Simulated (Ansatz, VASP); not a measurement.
**Sn in VASP and in Ansatz**

```
Sn
1.0
    -1.72654    1.77555    2.33834
     1.72654   -1.77555    2.33834
     1.72654    1.77555   -2.33834
Sn
1
Direct
  0.00000 0.00000 0.00000
```

This isn't the form of Sn at room conditions, which is tetragonal (white tin).

Alike in both runs: task single point; functional BLYP; k mesh 11 × 11 × 11; occupations fermi-dirac, width 0.1 eV; no spin polarisation.

|  | VASP | Ansatz |
| --- | --- | --- |
| version | VASP 6.6.1 | Ansatz 0.2.0 |
| potentials or method | VASP PAW PBE potentials, release 64 (Sn_d) | plane waves, PAW |
| plane-wave cutoff (eV) | 520 | 450 |
| valence electrons in the cell | 14 | 14 |

|  | VASP | Ansatz | Ansatz less VASP |
| --- | --- | --- | --- |
| pressure (GPa) | 3.1 | 3.1 | +0.03 |
| largest component of the traceless stress (GPa) | 0.81 | 0.81 | +0.008 |

Caveats: the PAW data sets were made with another functional, which shifts forces and pressure a little (VASP).
